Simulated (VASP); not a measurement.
Runs of VASP 6.6.1 on Co. It takes space group P6_3/mmc (No. 194, hexagonal). The conventional cell has a = 2.500 Å, b = 2.500 Å, c = 4.060 Å, α = 90.00°, β = 90.00°, γ = 120.00°. Co (site symmetry -6m2) is surrounded by 12 Co at 2.49 to 2.50 Å. The cell was built by a generator and needn't be a form met in nature.

```tsv
task	level	potentials or basis	ions in elastic constants	moment (μB)
relaxation of cell and atoms	LDA	VASP PAW LDA potentials, release 64 (Co)	-	3.02
elastic constants	LDA	VASP PAW LDA potentials, release 64 (Co)	relaxed	3.02
elastic constants	PBEsol	VASP PAW PBE potentials, release 64 (Co)	relaxed	3.13
elastic constants	PBE	VASP PAW PBE potentials, release 64 (Co)	relaxed	(a)
```

Alike in all rows: spin collinear, ferromagnetic start; cell relaxed; k mesh 18 × 18 × 10; cutoff (eV) 600; smearing methfessel-paxton 0.15 eV.

Task: Estimate the missing entries.

Result: (a) 3.18.
